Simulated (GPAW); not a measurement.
The system is SnTe.

```
CELL_PARAMETERS angstrom
0.00000 3.61115 3.61115
3.61115 0.00000 3.61115
3.61115 3.61115 0.00000
ATOMIC_POSITIONS crystal
Te 0.25000 0.25000 0.25000
Sn 0.00000 0.00000 0.00000
```

Measurements of this composition are mostly on another form, of space group No. 225.

Base run:

* Program: GPAW 26.7.0
* Functional: PBE0
* Potentials or basis: GPAW PAW data sets (gpaw-data 1.2.1)
* Cutoff: 450 eV
* Basis: pw
* k mesh: 4 × 4 × 4
* Occupations: fermi-dirac, width 0.05 eV
* Spin: no spin polarisation

Its results: band gap on the k mesh 0.96 eV, indirect (least direct gap 1.77 eV).

**Question.** The run is repeated on the same cell with these changes: functional from PBE0 to HSE06. What comes out?

**Answer.** Band gap on the k mesh 0.32 eV, indirect (least direct gap 1.11 eV).

Caveats: exact exchange converges slowly with the k mesh, and this mesh is small; spin-orbit coupling is left out, which moves the levels of the heavy elements.

A k mesh can miss the band edges.
